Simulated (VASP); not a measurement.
Wanted: the native input for a VASP 6.6.1 run.

| Item | Value |
| --- | --- |
| Task | band structure |
| Functional | HSE06 |
| Potentials or basis | VASP PAW PBE potentials, release 64 (Ba_sv, Ti_sv, O) |
| Cutoff | 520 eV |
| k mesh | 4 × 4 × 4 |
| Occupations | gaussian, width 0.03 eV |
| Spin | no spin polarisation |
| Grid for exact exchange (PRECFOCK) | Fast |
| Screening parameter | 0.2 1/A |
| Further INCAR settings | ALGO = Normal; EDIFF = 1e-07; NBANDS = 28 |

BaTiO3:

```
Ba Ti O
1.0
     3.98308    0.00000    0.00000
     0.00000    3.98308    0.00000
     0.00000    0.00000    3.98308
Ba Ti O
1 1 3
Cartesian
  1.9915 1.9915 1.9915
  0.0000 0.0000 0.0000
  1.9915 0.0000 0.0000
  0.0000 1.9915 0.0000
  0.0000 0.0000 1.9915
```

The cell was built by a generator and needn't be a form met in nature.

These files were run (other wordings do the same):

POSCAR

```
BaTiO3                                  
1.0
    3.9830828736      0.0000000000      0.0000000000
    0.0000000000      3.9830828736      0.0000000000
    0.0000000000      0.0000000000      3.9830828736
  Ba              Ti              O             
     1     1     3
Direct
     0.5000000000000000    0.5000000000000000    0.5000000000000000
     0.0000000000000000    0.0000000000000000    0.0000000000000000
     0.5000000000000000    0.0000000000000000    0.0000000000000000
     0.0000000000000000    0.5000000000000000    0.0000000000000000
     0.0000000000000000    0.0000000000000000    0.5000000000000000
```

INCAR.step1

```
SYSTEM = BaTiO3
PREC     = Accurate       ! precision mode
ENCUT    = 520            ! plane-wave cutoff, eV
EDIFF    = 1E-5           ! SCF threshold, eV
ISMEAR   = 0              ! smearing method
SIGMA    = 0.03           ! smearing width, eV
LREAL    = .FALSE.        ! projectors in reciprocal space
LASPH    = .TRUE.         ! aspherical terms in the spheres
NELM     = 80             ! most SCF steps
ALGO     = Normal         ! electronic algorithm
ISIF     = 2              ! what is computed and relaxed
LWAVE    = .TRUE.         ! write WAVECAR
LCHARG   = .FALSE.        ! write CHGCAR
LMAXMIX  = 4              ! l up to which the mixer works
NBANDS   = 28             ! bands
KPAR     = 2            
GGA      = PE             ! functional
```

INCAR.step2

```
SYSTEM = BaTiO3
PREC     = Accurate       ! precision mode
ENCUT    = 520            ! plane-wave cutoff, eV
EDIFF    = 1E-7           ! SCF threshold, eV
ISMEAR   = 0              ! smearing method
SIGMA    = 0.03           ! smearing width, eV
LREAL    = .FALSE.        ! projectors in reciprocal space
LASPH    = .TRUE.         ! aspherical terms in the spheres
NELM     = 80             ! most SCF steps
ALGO     = Normal         ! electronic algorithm
ISIF     = 2              ! what is computed and relaxed
LWAVE    = .FALSE.        ! write WAVECAR
LCHARG   = .FALSE.        ! write CHGCAR
LMAXMIX  = 4              ! l up to which the mixer works
GGA      = PE             ! functional
LHFCALC  = .TRUE.         ! exact exchange
HFSCREEN = 0.2            ! screening, 1/A
PRECFOCK = Fast         
NBANDS   = 28             ! bands
KPAR     = 2            
ISTART   = 1
```

KPOINTS

```
regular mesh
0
G
  4 4 4
  0 0 0
```

KPOINTS_OPT

```
explicit points
4
Reciprocal
 0.0000000000  0.0000000000  0.0000000000 1
 0.5000000000  0.5000000000  0.0000000000 1
 0.5000000000  0.5000000000  0.5000000000 1
 0.0000000000  0.5000000000  0.0000000000 1
```

Potentials or basis: VASP PAW PBE potentials, release 64 (Ba_sv, Ti_sv, O).

Launch:

```console
$ cat potpaw_PBE.64/Ba_sv/POTCAR potpaw_PBE.64/Ti_sv/POTCAR potpaw_PBE.64/O/POTCAR > POTCAR
$ cp INCAR.step1 INCAR
$ mpirun -np 2 vasp_std > vasp.out
$ cp INCAR.step2 INCAR
$ mpirun -np 2 vasp_std > vasp.out
```

It gave:

```
Pressure                : 1.0 GPa
Band gap on the k mesh  : 3.19 eV, indirect (least direct gap 3.29 eV)
Band gap along the path : 3.19 eV, indirect (least direct gap 3.29 eV)
```

Caveat: the PAW data sets were made with another functional, which shifts forces and pressure a little; spin-orbit coupling is left out, which moves the levels of the heavy elements.

It took 7.6 min on 2 MPI ranks on Intel(R) Xeon(R) 6975P-C (Granite Rapids) (shared host), peak memory 0.3 GiB a rank.
